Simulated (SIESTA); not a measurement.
The system is GaAs.

```
As Ga
1.0
     0.00000    2.82685    2.82685
     2.82685    0.00000    2.82685
     2.82685    2.82685    0.00000
As Ga
1 1
Direct
  0.75000 0.75000 0.75000
  0.00000 0.00000 0.00000
```

Base run:

| Item | Value |
| --- | --- |
| Program | SIESTA 5.4.2 |
| Functional | PBE |
| Potentials or basis | PseudoDojo 0.4 standard (PBE files) |
| Basis | DZ (energy shift 0.003 Ry; two zetas on semicore shells) |
| Grid cutoff | 800 Ry |
| Energy shift | 0.003 Ry |
| k mesh | 8 × 8 × 8 |
| Occupations | fermi-dirac, width 0.05 eV |
| Spin | no spin polarisation |

Its results: band gap on the k mesh 0.63 eV, direct; pressure 3.7 GPa.

The run is repeated on the same cell with these changes: basis from DZ (energy shift 0.003 Ry; two zetas on semicore shells) to TZDP (energy shift 0.003 Ry; two zetas on semicore shells). What comes out?

Band gap on the k mesh 0.58 eV, direct; pressure 4.3 GPa.

Caveats: the basis of atomic orbitals isn't converged, which shifts pressures, moduli and gaps; the basis has no polarisation orbitals (some runs).
